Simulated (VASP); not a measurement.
# AlRu (Pm-3m) in VASP: relaxation of cell and atoms with PBE+D3(BJ)

Aim: the relaxation of cell and atoms of AlRu with PBE+D3(BJ).

Program: VASP 6.6.1. These are calculated values, not measurements. Logs are shortened: lines on timing, memory, paths and dates and some standing lists are left out, and cuts for length are marked.

**1. The crystal as given**

The structure is cubic, space group Pm-3m (No. 221). Conventional cell: a = 2.992 Å, b = 2.992 Å, c = 2.992 Å, α = 90.00°, β = 90.00°, γ = 90.00°. Ru (site symmetry m-3m) has 8 Al at 2.59 Å as nearest neighbours. Al (site symmetry m-3m) has 8 Ru at 2.59 Å as nearest neighbours.

**2. Relaxation of cell and atoms, PBE+D3(BJ)**

INCAR reads:

```
  PREC = Accurate
  ENCUT = 600
  EDIFF = 1E-7
  ISMEAR = -1
  SIGMA = 0.05
  LREAL = False
  LASPH = True
  NELM = 100
  ALGO = Fast
  ISIF = 3
  LWAVE = False
  LCHARG = False
  GGA = PE
  IVDW = 12
  IBRION = 2
  NSW = 60
  EDIFFG = -0.02
```

KPOINTS reads:

```
Automatic mesh
0
Gamma
  8 8 8
```

POSCAR reads:

```
AlRu
1.0
    2.9916000000      0.0000000000      0.0000000000
    0.0000000000      2.9916000000      0.0000000000
    0.0000000000      0.0000000000      2.9916000000
Ru Al
1 1
Direct
    0.5000000000      0.5000000000      0.5000000000
    0.0000000000      0.0000000000      0.0000000000
```

Potentials or basis: VASP PAW PBE potentials, release 64 (Ru_pv, Al).

The run is started by

```sh
cat potpaw_PBE.64/Ru_pv/POTCAR potpaw_PBE.64/Al/POTCAR > POTCAR
mpirun -np 1 vasp_std > vasp.out
```

OUTCAR:

```text
PREC = Accurate
   ENCUT = 600
   EDIFF = 1E-7
   ISMEAR = -1
   LREAL = False
   LASPH = True
   NELM = 100
   ISIF = 3
   GGA = PE
   IVDW = 12
   IBRION = 2
   NSW = 60
   EDIFFG = -0.02
 IVDW          = 12

 ion  position               nearest neighbor table
   1  0.500  0.500  0.500-   2 2.59   2 2.59   2 2.59   2 2.59   2 2.59   2 2.59   2 2.59   2 2.59

   2  0.000  0.000  0.000-   1 2.59   1 2.59   1 2.59   1 2.59   1 2.59   1 2.59   1 2.59   1 2.59

  LATTYP: Found a simple cubic cell.
 ALAT       =     2.9916000000

  Lattice vectors:

 A1 = (   2.9916000000,   0.0000000000,   0.0000000000)
 A2 = (   0.0000000000,   2.9916000000,   0.0000000000)
 A3 = (   0.0000000000,   0.0000000000,   2.9916000000)

Analysis of symmetry for initial positions (statically):
=====================================================================
 Subroutine PRICEL returns:
 Original cell was already a primitive cell.

 Routine SETGRP: Setting up the symmetry group for a
 simple cubic supercell.

 Subroutine GETGRP returns: Found 48 space group operations
 (whereof 48 operations were pure point group operations)
 out of a pool of 48 trial point group operations.

The static configuration has the point symmetry O_h .

Analysis of symmetry for dynamics (positions and initial velocities):
=====================================================================
 Subroutine PRICEL returns:
 Original cell was already a primitive cell.

 Routine SETGRP: Setting up the symmetry group for a
 simple cubic supercell.

 Subroutine GETGRP returns: Found 48 space group operations
 (whereof 48 operations were pure point group operations)
 out of a pool of 48 trial point group operations.

The dynamic configuration has the point symmetry O_h .

 Subroutine INISYM returns: Found 48 space group operations
 (whereof 48 operations are pure point group operations),
 and found     1 'primitive' translations

----------------------------------------------------------------------------------------

                                     Primitive cell

  volume of cell :      26.7738

  direct lattice vectors                    reciprocal lattice vectors
     2.991600000  0.000000000  0.000000000     0.334269287  0.000000000  0.000000000
     0.000000000  2.991600000  0.000000000     0.000000000  0.334269287  0.000000000
     0.000000000  0.000000000  2.991600000     0.000000000  0.000000000  0.334269287

  length of vectors
     2.991600000  2.991600000  2.991600000     0.334269287  0.334269287  0.334269287

  position of ions in fractional coordinates (direct lattice)
     0.500000000  0.500000000  0.500000000
     0.000000000  0.000000000  0.000000000

  ion indices of the primitive-cell ions
   primitive index   ion index
                 1           1
[... 74 lines left out ...]
   LREAL  =      F    real-space projection
   EDIFFG = -.2E-01   stopping-criterion for IOM
   NSW    =     60    number of steps for IOM
   IBRION =      2    ionic relax: 0-MD 1-quasi-New 2-CG
   NFREE  =      1    steps in history (QN), initial steepest desc. (CG)
   ISIF   =      3    stress and relaxation
   ISYM   =      2    0-nonsym 1-usesym 2-fastsym
   POTIM  = 0.5000    time-step for ionic-motion
   TEBEG  =    0.0;   TEEND  =   0.0 temperature during run
   PSTRESS=    0.0 pullay stress
   NELECT =      17.0000    total number of electrons
   NUPDOWN=      -1.0000    fix difference up-down
   EMIN   =  10.00;   EMAX   =-10.00  energy-range for DOS
   EFERMI =   0.00;   METHOD = LEGACY
   ISMEAR =    -1;   SIGMA  =   0.05  broadening in eV -4-tet -1-fermi 0-gaus
   EFERMI_NEDOS =   21; number of points for ismear=-14 and -15
   IALGO  =     68    algorithm
   IMIX   =      4    mixing-type and parameters
     AMIX     =   0.40;   BMIX     =  1.00
     AMIX_MAG =   1.60;   BMIX_MAG =  1.00
  volume/ion in A,a.u.               =      13.39        90.34
  Fermi-wavevector in a.u.,A,eV,Ry     =   1.407087  2.659009 26.938090  1.979894
  Thomas-Fermi vector in A             =   2.529382
   LORBIT       =      0    0 simple, 1 ext, 2 COOP (PROOUT), +10 PAW based schemes
   GGA     = PE    functional components
   LHFCALC =     F    Hartree Fock is set to
   AEXX    =    0.0000 exact exchange contribution
   IVDW    =    12    specifies the selected vdW correction
   LEPSILON=     F    determine dielectric tensor
   LRPA    =     F    only Hartree local field effects (RPA)
 conjugate gradient relaxation of ions
 non-spin polarized calculation
 RMM-DIIS sequential band-by-band and
  energy-cutoff  :      600.00
  volume of cell :       26.77
 maximum number of plane-waves:       912
 NGX is ok and might be reduce to    24
   NGX = 11   NGY = 11   NGZ = 11

--------------------------------------- Ionic step        1  -------------------------------------------

 number of electron      16.9999995 magnetization

 Free energy of the ion-electron system (eV)
  ---------------------------------------------------
  ext. energy  EPLUGINS =         0.00000000
  ---------------------------------------------------
  free energy    TOTEN  =       -14.22802849 eV

  energy without entropy =      -14.20881588  energy(sigma->0) =      -14.21842219

------------------------ aborting loop because EDIFF is reached ----------------------------------------

 Edisp (eV)   -1.02987

 E8    (eV) :    -0.4662
[... 71 lines left out ...]
--------------------------------------- Ionic step        3  -------------------------------------------

 number of electron      16.9999996 magnetization

 Free energy of the ion-electron system (eV)
  ---------------------------------------------------
  ext. energy  EPLUGINS =         0.00000000
  ---------------------------------------------------
  free energy    TOTEN  =       -14.21459973 eV

  energy without entropy =      -14.19575075  energy(sigma->0) =      -14.20517524

 E-fermi :  11.0247     XC(G=0): -12.6515

 val. band max:       10.9815946907   @ k =   0.2500   0.1250   0.0000
 cond. band min:      11.0686584786   @ k =   0.5000   0.3750   0.2500
 fundamental gap:      0.0870637879
 Fermi energy:        11.0247394056

 k-point     1 :       0.0000    0.0000    0.0000
  band No.  band energies     occupation
      1     -30.7833      2.00000
      2     -30.7833      2.00000
      3     -30.7833      2.00000
      4       1.1837      2.00000
      5       7.3109      2.00000
      6       7.3109      2.00000
      7      11.1647      0.11475
      8      11.1647      0.11474
      9      11.1647      0.11474
     10      17.1214      0.00000
     11      17.1214      0.00000
     12      17.1214      0.00000
[... 331 lines left out ...]
 k-point    24 :       0.5000    0.3750    0.1250
  band No.  band energies     occupation
      1     -30.9785      2.00000
      2     -30.9436      2.00000
      3     -30.7786      2.00000
      4       5.0800      2.00000
      5       7.4862      2.00000
      6       8.2517      2.00000
      7       8.8823      2.00000
      8      10.5314      1.99990
      9      11.0795      0.50112
     10      13.0194      0.00000
     11      17.1093      0.00000
     12      17.4121      0.00000

 [... further k-points ...]

------------------------ aborting loop because EDIFF is reached ----------------------------------------

 Edisp (eV)   -1.04836

 E8    (eV) :    -0.4748
[... 25 lines left out ...]
  FREE ENERGIE OF THE ION-ELECTRON SYSTEM (eV)
  ---------------------------------------------------
  free  energy   TOTEN  =       -15.2629588162 eV

  energy  without entropy=      -15.2441098368  energy(sigma->0) =      -15.25353433

 reached required accuracy - stopping structural energy minimisation
```

CONTCAR:

```text
AlRu
   1.00000000000000
     2.9746636976404246    0.0000000000000000    0.0000000000000000
     0.0000000000000000    2.9746636976404246    0.0000000000000000
     0.0000000000000000    0.0000000000000000    2.9746636976404246
  Ru              Al
     1     1
Direct
     0.5000000000000000    0.5000000000000000    0.5000000000000000
     0.0000000000000000    0.0000000000000000    0.0000000000000000

  0.00000000E+00  0.00000000E+00  0.00000000E+00
  0.00000000E+00  0.00000000E+00  0.00000000E+00
```

Wall time 17 s (1 thread of Intel Xeon Platinum 8559C (Emerald Rapids), shared host); peak memory 0.15 GiB.

Results:

| Quantity | Value |
| --- | --- |
| Free energy | -15.2630 eV |
| Relaxed volume | 13.16 Å³/atom |
| Relaxed cell | a = 2.975 Å, b = 2.975 Å, c = 2.975 Å, α = 90.00°, β = 90.00°, γ = 90.00° |
| Space group after relaxing (to 0.05 Å) | Pm-3m (No. 221) |
| Energy gained by relaxing | 2.5 meV/atom |
| Ionic steps | 3 |
| Pressure after relaxing | 0.0 GPa |
| Band gap on the k mesh | none (metal or under the smearing width) |
| Dispersion energy per atom | -0.524 eV |

Step by step:
| step | energy change (eV) | largest force (eV/Å) | pressure (GPa) | volume (Å³) |
| --- | --- | --- | --- | --- |
| 1 | 0.0000 | 0.0000 | -3.48 | 26.77 |
| 2 | 0.0068 | 0.0000 | 6.04 | 25.66 |
| 3 | -0.0051 | 0.0000 | 0.01 | 26.32 |

Final structure:
```xyz
2
Lattice="2.9747 0.0000 0.0000 0.0000 2.9747 0.0000 0.0000 0.0000 2.9747" Properties=species:S:1:pos:R:3 pbc="T T T"
Ru    1.4873    1.4873    1.4873
Al    0.0000    0.0000    0.0000
```

Caveat: pairwise dispersion overbinds metals, which lowers pressure and volume.

**3. The reference run**

An earlier run on the cell as given: functional PBEsol; potentials or basis VASP PAW PBE potentials, release 64 (Ru_pv, Al); cutoff 520 eV; k mesh 9 × 9 × 9; occupations fermi-dirac, width 0.05 eV; no spin polarisation.

* Pressure: -3.3 GPa
* Band gap on the k mesh: none (metal or under the smearing width)
